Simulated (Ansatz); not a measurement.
# AlN (Fm-3m) in Ansatz: band structure with PBE0

Aim: the band structure of AlN with PBE0.

Everything below comes from runs of Ansatz 0.2.0. Logs are shortened: lines on timing, memory, paths and dates and some standing lists are left out, and cuts for length are marked.

**1. The crystal as given**

The structure is cubic, space group Fm-3m (No. 225). Conventional cell: a = 4.069 Å, b = 4.069 Å, c = 4.069 Å, α = 90.00°, β = 90.00°, γ = 90.00°. Around Al (site symmetry m-3m) lie 6 N at 2.03 Å. Around N (site symmetry m-3m) lie 6 Al at 2.03 Å.

Measurements of this composition are mostly on another form, of space group No. 186.

**2. Band structure, PBE0**

File input.yaml:

```yaml
crystal:
  lattice:
    - [0.0, 2.034518, 2.034518]
    - [2.034518, 0.0, 2.034518]
    - [2.034518, 2.034518, 0.0]
  atoms:
    - { symbol: Al, position: [0.5, 0.5, 0.5] }
    - { symbol: "N", position: [0.0, 0.0, 0.0] }
hamiltonian:
  xc: pbe0
  pseudopotentials: { kind: paw }
kpoints:
  mp_grid: { grid: [6, 6, 6] }
  band_path:
    path:
      - [[0.0, 0.0, 0.0], [0.5, 0.0, 0.5], [0.5, 0.25, 0.75], [0.375, 0.375, 0.75], [0.0, 0.0, 0.0], [0.5, 0.5, 0.5], [0.625, 0.25, 0.625], [0.5, 0.25, 0.75], [0.5, 0.5, 0.5], [0.375, 0.375, 0.75]]
      - [[0.625, 0.25, 0.625], [0.5, 0.0, 0.5]]
    npoints: 4
scf:
  occupations: { method: fermi_dirac, width: 0.05 }
  n_extra_bands: 6
output:
  forces: true
  stress: true
  eigenvalues: true
  fatbands: false
```

Potentials or basis: Ansatz PAW.

On the command line:

```bash
> ansatz run input.yaml --threads 2 --pin off --max-ram 5632MiB --backend cpu --events-out ev --progress --plain --runs-dir out
```

Standard output:

```text
Warning: output.stress: scf.convergence.dr2_threshold = 1e-7 eV (the SCF's general default) is looser than the 2e-10 eV advised for a printed stress (1e-10 eV for each atom of the cell: 2). What an SCF threshold leaves in a stress goes as its square root, and in the free energy as the threshold itself, and one threshold admits the most on a small cell: of the crystals measured, under no hybrid functional and no lock of the moments, on runs that ended without the residual-converged pass, on stresses that held no estimate of that error, the worst erred by over 100 MPa in a component at 1e-7 eV an atom and by under 5 at 1e-10. Set scf.convergence.dr2_threshold to 2e-10 eV or tighter. The threshold is an SCF's pass mark: one that does not reach it within its budget of iterations ends unconverged, or closes short of it on a stop that the run arms, and scf.convergence.dr2_threshold's page says what that costs each kind of run
Warning: output.stress: scf.exx.energy_threshold = 1e-6 eV is looser than the 2e-8 eV advised for a stress under a hybrid functional (1e-8 eV for each atom of the cell: 2). Every SCF of the exchange loop can meet its threshold on dr2 while the loop round them stops early: no threshold on dr2 bounds what that leaves in the stress. Set scf.exx.energy_threshold to 2e-8 eV or tighter. The threshold is the loop's pass mark: a loop that does not reach it within its budget of cycles ends unconverged, and scf.exx.energy_threshold's page has the law
Warning: RAYON_NUM_THREADS=2 ignored (pool sized by the plan → 2); use --threads N
scf.n_extra_bands = 6 over 4 filled bands (N_el = 8.0): the run solves 10 bands
Engine: ansatz 0.2.0, x86_64-unknown-linux-gnu
Pseudopotentials: kind: paw
Pseudopotential: Al, paw, valence charge 3, recommended cutoff 420 eV (normal), Al.paw.azcp
Pseudopotential: N, paw, valence charge 5, recommended cutoff 420 eV (normal), N.paw.azcp
Functional definition: PBE0
  parameter a = 0.25
  parameter kappa = 0.804
  parameter beta = 0.06672455060314922
  exchange = (1 - a)*pbe_x(kappa = kappa, mu = beta*pi^2/3) + a*exact_x
  correlation = pbe_c(beta = beta)
Crystal: 2 atoms, lattice volume = 16.843 Å³
Basis set: ecut = 420 eV, 331 PW (Γ), exchange–correlation on 40×40×40 points (8 copies of the dense FFT grid, shifted against one another)
Bands: 10, of which v1, the nominal top of the filled ones, is band 4 counted from 1 (3 counted from 0)
Symmetry: 48 space group operations
Space group: Fm-3m (ITA 225), of the structure as read, at distance tolerance 2.6e-5 Å
k-points: 16 of 216
Non-local potential: Al, projectors of the file, l = 0: 2, l = 1: 2, l = 2: 1
Non-local potential: N, projectors of the file, l = 0: 2, l = 1: 2, l = 2: 1
PAW form: soft (Blöchl's): semilocal exchange-correlation on the pseudo side does not see the compensation charge
PAW frozen core: Al, regenerated for the run's functional, and the local potential with it (the file was generated under x = pbe(κ = 0.804, μ = 0.2195149727645171), c = pbe(β = 0.06672455060314922))
PAW frozen core: N, regenerated for the run's functional, and the local potential with it (the file was generated under x = pbe(κ = 0.804, μ = 0.2195149727645171), c = pbe(β = 0.06672455060314922))
PAW one-centre angular grid: Al, 110 points (default); XC on 64 Gauss nodes
PAW one-centre angular grid: N, 110 points (default); XC on 64 Gauss nodes
Initial density: superposition of atomic densities (neutral atoms: chi_scale 0, normalization atom), corrected by the library's trained network
Initial wavefunctions: pseudopotential atomic-orbital guess
Functional: x = pbe(κ = 0.804, μ = 0.2195149727645171), c = pbe(β = 0.06672455060314922), warm-up for x = 0.75 pbe(κ = 0.804, μ = 0.2195149727645171) + 0.25 exact, c = pbe(β = 0.06672455060314922)
SCF iter   1: F=—  HF=-923.911669 eV  |F-HF|=—  |Δ(HF+E_count)|=         —  Δρ=1.30e-3  dr2=1.16e-4  ethr=1.77e-3  ⟨swp⟩=2.4  Hψ=1119  notcnv=0
preconditioner: auto → none  [insulator: Δε(μ)=4.473 eV  Ē_g=19.201 eV  σ=0.050 eV  W_gap=1.00  n_scr=0 (ndim 8)  ℏωp=25.6 eV  f_vac=0.000  D(μ)=0.00/eV (n_scr^D=0)]
SCF iter   2: F=-923.911825 eV  HF=-923.911784 eV  |F-HF|=4.11e-5  |Δ(HF+E_count)|=   1.15e-4  Δρ=6.03e-4  dr2=2.05e-5  ethr=1.45e-6  ⟨swp⟩=3.1  Hψ=264  notcnv=0  defer=11
SCF 1 stopped early in 2 iterations: F = -923.911825 eV  dr2 = 2.05e-5
Initial density: handed on by an earlier stage of this run
Initial wavefunctions: those handed on with the density
Functional: x = 0.75 pbe(κ = 0.804, μ = 0.2195149727645171) + 0.25 exact, c = pbe(β = 0.06672455060314922)
Frozen-core exchange: fock
SCF iter   1: F=—  HF=-924.637617 eV  |F-HF|=—  |Δ(HF+E_count)|=         —  Δρ=6.46e-3  dr2=3.43e-3  ethr=2.56e-6  ⟨swp⟩=5.7  Hψ=738  notcnv=0
preconditioner: auto → none  [insulator: Δε(μ)=6.581 eV  Ē_g=22.343 eV  σ=0.050 eV  W_gap=1.00  n_scr=0 (ndim 8)  ℏωp=25.6 eV  f_vac=0.000  D(μ)=0.00/eV (n_scr^D=0)]
SCF iter   2: F=—  HF=-924.636080 eV  |F-HF|=—  |Δ(HF+E_count)|=   1.54e-3  Δρ=2.97e-3  dr2=9.44e-4  ethr=2.56e-6  ⟨swp⟩=3.0  Hψ=287  notcnv=0
iter 3 solved again at ethr=6.05e-8 eV; its pass at ethr=2.56e-6 eV (dr2=4.84e-6 eV) is discarded
SCF iter   3: F=—  HF=-924.635703 eV  |F-HF|=—  |Δ(HF+E_count)|=   3.77e-4  Δρ=1.78e-4  dr2=3.54e-4  ethr=6.05e-8  ⟨swp⟩=2.9  Hψ=627  notcnv=0
SCF iter   4: F=—  HF=-924.638710 eV  |F-HF|=—  |Δ(HF+E_count)|=   3.01e-3  Δρ=6.09e-4  dr2=5.43e-5  ethr=6.02e-8  ⟨swp⟩=4.5  Hψ=427  notcnv=0
SCF iter   5: F=—  HF=-924.638693 eV  |F-HF|=—  |Δ(HF+E_count)|=   1.64e-5  Δρ=1.04e-4  dr2=5.72e-6  ethr=6.02e-8  ⟨swp⟩=3.4  Hψ=298  notcnv=0
SCF iter   6: F=-924.638729 eV  HF=-924.638730 eV  |F-HF|=1.56e-6  |Δ(HF+E_count)|=   3.73e-5  Δρ=7.80e-5  dr2=1.01e-6  ethr=1.10e-8  ⟨swp⟩=4.0  Hψ=361  notcnv=0
SCF 2 stopped early in 6 iterations: F = -924.638729 eV  dr2 = 1.01e-6
hybrid outer 1: dexx = +3.429e-3 eV, tail = 6.09e-6 eV
Frozen-core exchange: fock
SCF iter   1: F=—  HF=-924.638759 eV  |F-HF|=—  |Δ(HF+E_count)|=         —  Δρ=3.24e-5  dr2=5.71e-8  ethr=3.81e-7  ⟨swp⟩=3.6  Hψ=393  notcnv=0
preconditioner: auto → none  [insulator: Δε(μ)=6.590 eV  Ē_g=22.338 eV  σ=0.050 eV  W_gap=1.00  n_scr=0 (ndim 8)  ℏωp=25.6 eV  f_vac=0.000  D(μ)=0.00/eV (n_scr^D=0)]
SCF iter   2: F=-924.638759 eV  HF=-924.638759 eV  |F-HF|=2.97e-10  |Δ(HF+E_count)|=   5.53e-8  Δρ=8.64e-6  dr2=5.82e-9  ethr=6.09e-10  ⟨swp⟩=3.4  Hψ=296  notcnv=0
SCF 3 converged in 2 iterations: F = -924.638759 eV  dr2 = 5.82e-9
  Residual-converged pass: ⟨swp⟩=3.0  Hψ=273  notcnv=0  max |occ|·‖R‖ = 2.2e-6 eV (tolerance 2.4e-6 eV)  dr2=5.86e-9  dr2_onsite=1.48e-9  max |Δocc| = 0.0e0
hybrid outer 2: dexx = +7.123e-8 eV, tail = 1.60e-8 eV, Δε = 2.45e-3 eV (about 1.57e-4 eV left of the loop's levels)
NSCF: frozen V_eff on 42 k-points
hybrid SCF converged: 2 outer / 8 inner (+2 warm-up), last move |dexx| = 7.12e-8 eV, tail = 1.60e-8 eV
Stability not checked: this state was not tested for a lower state beside it, because the functional holds exact exchange (a hybrid, or Hartree-Fock), whose exchange loop this test does not read (fock_operator; see scf.lower_state_search)
Free energy (F): -924.638759 eV
Frozen-core exchange: fock
Harris-Foulkes:  -924.638759 eV  (|F-HF|=2.97e-10)
Internal energy: -924.638759 eV  (E = F + TS)
E sigma→0 (E₀):  -924.638759 eV
Fermi energy:    13.026825 eV
--- Per-component energies (eV) ---
  E_band       = 22.572501
  E_kinetic    = 162.559021
  E_local      = -170.638339  (includes V_loc(G=0)·N_el)
  E_nonlocal   = 52.832224
  E_hartree    = 62.576208
  E_xc         = -79.877429
  E_vxc        = -85.144341  (∫ρ·V_xc dr)
  E_exx        = -21.414723  (= α·E_x^exact, valence–valence)
  E_paw        = -596.938368  (= ΣΔE_a)
  E_vpaw       = -19.359738  (= ΣTr[D̂ρ^β])
  E_aug_tail   = 0.000097  (compensation charges beyond the density's cutoff)
  E_ewald      = -333.671934
  E_core_change = -0.065517  (= ΣΔE_core)
  E_smearing   = -0.000000  (= −TS)
  E_closure    = -0.000000  (closes the sum)
  Σ components = -924.638759   (vs F -924.638759, Δ=0.00e0)
--- Forces (eV/Å), atoms counted from 1 ---
  atom   1  Al     0.00000000    -0.00000000    -0.00000000
  atom   2  N     -0.00000000     0.00000000     0.00000000
  max |Σ_I F_I| component: 9.04e-32 eV/Å
--- Stress (GPa, compression-positive) ---
       -7.617923      -0.000000      -0.000000
       -0.000000      -7.617923      -0.000000
       -0.000000       0.000000      -7.617923
  P = ⅓ Tr σ = -7.6179 GPa (-76.179 kbar)
--- Band table (eV; the first three rows and the last of 16) ---
  k-point 0: bands = ["-9.3174", "9.7320", "9.7320", "9.7320", "17.3815", "24.0757", "24.0757", "24.0757", "29.3454", "29.7850"]
  k-point 1: bands = ["-8.7276", "7.1589", "9.4022", "9.4022", "18.6330", "22.7262", "24.6675", "24.6675", "27.6259", "27.6259"]
  k-point 2: bands = ["-7.1648", "3.0436", "8.8311", "8.8311", "18.2968", "23.6400", "23.6400", "24.4107", "28.6280", "29.9353"]
  k-point 15: bands = ["-4.8088", "2.6485", "4.9010", "5.8446", "18.7837", "20.1981", "24.9224", "25.8312", "30.4335", "33.8173"]
```

Run time: 34 s. Hardware: 2 threads of Intel Xeon Platinum 8488C (Sapphire Rapids), shared host; peak memory 0.56 GiB.

What came out:

- Free energy: -924.6388 eV
- Pressure: -7.6 GPa
- Band gap on the k mesh: 6.59 eV, indirect (least direct gap 7.65 eV)
- Band gap along the path: 6.59 eV, indirect (least direct gap 7.65 eV)

Levels at the corners of the path, in eV from the valence-band top:
```tsv
point	band 2	band 3	band 4	band 5	band 6	band 7
Γ	0.00	0.00	0.00	7.65	14.34	14.34
X	-7.91	-3.00	-3.00	6.59	7.30	16.77
W	-6.09	-6.09	-4.15	10.30	13.06	13.06
K	-6.98	-5.82	-2.46	7.90	11.52	15.37
Γ	0.00	0.00	0.00	7.65	14.34	14.34
L	-8.89	-1.15	-1.15	8.15	13.25	13.25
U	-6.98	-5.82	-2.46	7.90	11.52	15.37
W	-6.09	-6.09	-4.15	10.30	13.06	13.06
L	-8.89	-1.15	-1.15	8.15	13.25	13.25
K	-6.98	-5.82	-2.46	7.90	11.52	15.37
U	-6.98	-5.82	-2.46	7.90	11.52	15.37
X	-7.91	-3.00	-3.00	6.59	7.30	16.77
```

Caveat: the k mesh is coarse (spacing up to 0.45 Å⁻¹), so the values aren't converged, least of all with exact exchange; the pressure holds a Pulay correction of +0.5 GPa for the finite cutoff; the PAW data sets come from PBE, with cores solved anew for the run's functional, which leaves a small shift of forces and pressure; the thresholds are loose for stress.
